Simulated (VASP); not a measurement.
Write the native input for VASP 6.6.1 that does the following.

```yaml
Task: relaxation of cell and atoms
Functional: PBE
Potentials_or_basis: VASP PAW PBE potentials, release 64 (Au)
Cutoff: 600 eV
k_mesh: 9 × 9 × 1
Occupations: gaussian, width 0.1 eV
Spin: no spin polarisation
Dipole_correction: no
Further_INCAR_settings: ALGO = Fast; EDIFF = 1e-06; IBRION = 2; EDIFFG = -0.04; NSW = 90; ISIF = 3
```

The structure of Au lies in POSCAR:

```
Au
1.0
    2.8197671607      0.0000000000      0.0000000000
   -1.4098835803      2.4419899939      0.0000000000
    0.0000000000      0.0000000000     21.7849579946
Au
8
Direct
    0.0000000000      0.0000000000      0.0651342856
    0.0000000000      0.0000000000      0.5651342856
    0.0000000000      0.0000000000      0.4348657144
    0.0000000000      0.0000000000      0.9348657144
    0.3333333333      0.6666666667      0.1850097438
    0.6666666667      0.3333333333      0.6850097438
    0.3333333333      0.6666666667      0.3149902562
    0.6666666667      0.3333333333      0.8149902562
```

The cell was built by a generator and needn't be a form met in nature.

The input as run:

INCAR

```
SYSTEM = Au
PREC = Accurate
ENCUT = 600
EDIFF = 1E-6
ISMEAR = 0
SIGMA = 0.1
LREAL = .FALSE.
LASPH = .TRUE.
NELM = 100
ALGO = Fast
ISIF = 3
LWAVE = .FALSE.
LCHARG = .FALSE.
GGA = PE
IBRION = 2
NSW = 90
EDIFFG = -0.04
```

KPOINTS

```
Automatic mesh
0
G
  9 9 1
  0 0 0
```

Potentials or basis: VASP PAW PBE potentials, release 64 (Au).

Command:

```bash
$ cat potpaw_PBE.64/Au/POTCAR > POTCAR
$ mpirun -np 1 vasp_std > vasp.out
```

It gave:

* Relaxed volume: 18.77 Å³/atom
* Relaxed cell: a = 2.860 Å, b = 2.860 Å, c = 21.201 Å, α = 90.00°, β = 90.00°, γ = 120.00°
* Space group after relaxing (to 0.05 Å): P6_3/mmc (No. 194)
* Energy gained by relaxing: 8.7 meV/atom
* Ionic steps: 7
* Pressure after relaxing: 0.1 GPa
* Band gap on the k mesh: none (metal or under the smearing width)

Wall time 6.9 min on 1 thread of AMD EPYC 9R45 96-Core Processor (Zen 5) (shared host), peak memory 0.33 GiB.
